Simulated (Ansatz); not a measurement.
AlN:

```xyz
2
Lattice="0.0000 2.1840 2.1840 2.1840 0.0000 2.1840 2.1840 2.1840 0.0000" Properties=species:S:1:pos:R:3 pbc="T T T"
Al    0.0000    0.0000    0.0000
N     1.0920    1.0920    1.0920
```

Measurements of this composition are mostly on another form, of space group No. 186.

Base run:

```yaml
Program: Ansatz 0.2.0
Functional: PBE
Potentials_or_basis: all-electron LAPW, scalar-relativistic
Cutoff: 378 eV
Density_cutoff: 1511 eV
Basis_error_allowed: 0.001 eV/atom
k_mesh: 10 × 10 × 10
Occupations: fermi-dirac, width 0.05 eV
Spin: no spin polarisation
```

Its results: band gap on the k mesh 3.32 eV, indirect (least direct gap 4.19 eV); pressure 4.8 GPa.

The run is repeated on the same cell with these changes: functional from PBE to LDA. What comes out?

Band gap on the k mesh 3.24 eV, indirect (least direct gap 4.23 eV); pressure -3.6 GPa.

LDA binds more tightly than PBE, so the same cell stands under less pressure.

Not every run made on this cell is shown here.
